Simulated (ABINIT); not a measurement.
Crystal: AlN.

```
CELL_PARAMETERS angstrom
3.11300 0.00000 0.00000
-1.55650 2.69594 0.00000
0.00000 0.00000 4.98100
ATOMIC_POSITIONS crystal
Al 0.66667 0.33333 0.50000
Al 0.33333 0.66667 0.00000
N 0.66667 0.33333 0.88000
N 0.33333 0.66667 0.38000
```

Program: ABINIT 10.8.3 (patched build). Alike in all runs: no spin polarisation; cell as given; smearing fermi-dirac 0.05 eV.

Task: Order these runs on this cell by their band gap on the k mesh, lowest first.
A. level rPW86PBE; potentials or basis JTH PAW PBE v2.0; k mesh 10 × 10 × 6; cutoff (eV) 680; fine-grid cutoff 1278.94 eV
B. level PBE; potentials or basis PseudoDojo NC SR PBE v0.4.1 standard; k mesh 8 × 8 × 4; cutoff (eV) 952
C. level HCTH407; potentials or basis JTH PAW PBE v2.0; k mesh 10 × 10 × 6; cutoff (eV) 680; fine-grid cutoff 1278.94 eV
D. level r2SCAN; potentials or basis JTH PAW PBE v2.0; k mesh 6 × 6 × 4; cutoff (eV) 816; fine-grid cutoff 1414.99 eV
E. level TB-mBJ; potentials or basis JTH PAW LDA v2.0; k mesh 8 × 8 × 5; cutoff (eV) 844; fine-grid cutoff 1442.2 eV

Result: B (4.22 eV), A (4.38 eV), C (4.58 eV), D (4.80 eV), E (5.49 eV).

Caveats: the constant c of TB-mBJ comes from the pseudo density here, which moves gaps by up to 0.3 eV between sets of potentials (some runs).

A k mesh can miss the band edges.

Not every run made on this cell is shown here.
